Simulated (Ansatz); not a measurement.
Input of an Ansatz 0.2.0 run:

The input input.yaml:

```yaml
crystal:
  lattice:
    - [0.0, 2.5663, 2.5663]
    - [2.5663, 0.0, 2.5663]
    - [2.5663, 2.5663, 0.0]
  atoms:
    - { symbol: Sr, position: [0.5, 0.5, 0.5] }
    - { symbol: O, position: [0.0, 0.0, 0.0] }
kpoints:
  mp_grid: { grid: [9, 9, 9] }
scf:
  occupations: { method: gaussian, width: 0.05 }
hamiltonian:
  xc: pbesol
  pseudopotentials: { kind: all_electron, lapw: { basis_error: 0.001 } }
output:
  forces: true
  stress: true
  eigenvalues: true
```

Potentials or basis: all-electron LAPW, scalar-relativistic.

The run is started by

```sh
$ ansatz run input.yaml --threads 1 --pin off --max-ram 3072MiB --backend cpu --events-out ev --progress --plain --runs-dir out
```

Problem. What does it give for the band gap on the k mesh?

Solution. 3.26 eV, indirect (least direct gap 3.34 eV).

Problem. Predict the pressure.

Solution. -0.5 GPa.

Caveat: an odd mesh through Γ misses points on the zone boundary, where band edges often lie.
